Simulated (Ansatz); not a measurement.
**Beryllium, bcc under revPBE: from relaxation to bulk modulus**

What does revPBE give for beryllium in the bcc structure? We relax it, solve it on a dense k-mesh, then scale the cell to 7 volumes from 88 to 112 % of the relaxed one and try a fit of the equation of state. Spin polarisation is left out. The k-meshes are 17×17×17 for the relaxation; 29×29×29 for the dense run; 20×20×20 for the volumes.

This is Be in the bcc structure; at room conditions it is hcp.

Method: DFT revPBE, plane waves (420 eV) with PAW, scalar-relativistic; the PAW data stem from PBE, with regenerated cores, in Ansatz 0.2.0.

### 1 The structure to begin with

It takes space group Im-3m (No. 229, cubic). Conventional cell: a = 2.532 Å, b = 2.532 Å, c = 2.532 Å, α = 90.00°, β = 90.00°, γ = 90.00°. Around Be (site symmetry m-3m) lie 8 Be at 2.19 Å.

Coordinates:

```
Be
1.0
    -1.26581    1.26581    1.26581
     1.26581   -1.26581    1.26581
     1.26581    1.26581   -1.26581
Be
1
Direct
  0.00000 0.00000 0.00000
```

### 2 Geometry optimisation

input.yaml

```yaml
crystal:
  lattice:
    - [-1.2658080948, 1.2658080948, 1.2658080948]
    - [1.2658080948, -1.2658080948, 1.2658080948]
    - [1.2658080948, 1.2658080948, -1.2658080948]
  atoms:
    - { symbol: Be, position: [0.0, 0.0, 0.0] }
hamiltonian:
  xc: revpbe
  pseudopotentials:
    kind: paw
    azcp:
      Be: "pseudopotentials/Be.paw.azcp"
basis:
  ecutwfc: 420
  fft_grid_basis: typed
kpoints:
  mp_grid: { grid: [17, 17, 17], shift: [0, 0, 0] }
magnetization:
  spin_polarized: false
scf:
  occupations: { method: fermi_dirac, width: 0.1 }
relax:
  max_steps: 60
  f_tol: 0.01
  cell: {}
```

The runs that follow: Dense single point; Volume × 0.88; Volume × 0.92; Volume × 0.96; Volume × 1.0; Volume × 1.04; Volume × 1.08; Volume × 1.12.

What does the calculation give? Wanted: space group; conventional cell; volume; shortest distance; gap on the mesh; relative to hcp; V₀, B₀, B₀′.

**Answer**, as computed:

| quantity | value |
| --- | --- |
| space group (spins left aside) | Im-3m (No. 229) |
| conventional cell | a = 2.520 Å |
| volume | 8.002 Å³/atom |
| shortest distance | 2.182 Å |
| gap on the mesh | none (levels filled in part) |
| relative to hcp | +104 meV/atom |
| V₀, B₀, B₀′ | 7.986 Å³/atom, 119 GPa, 3.5 |

What this shows: The relaxation shrank the cell by 1.4 % in volume. It lies 104 meV/atom above the element's reference form at the same level (hcp, from a run of its own). Levels at the Fermi energy are filled in part, as in a metal. B₀ comes out at 119 GPa. Relaxation kept the symmetry; phonons were not checked.
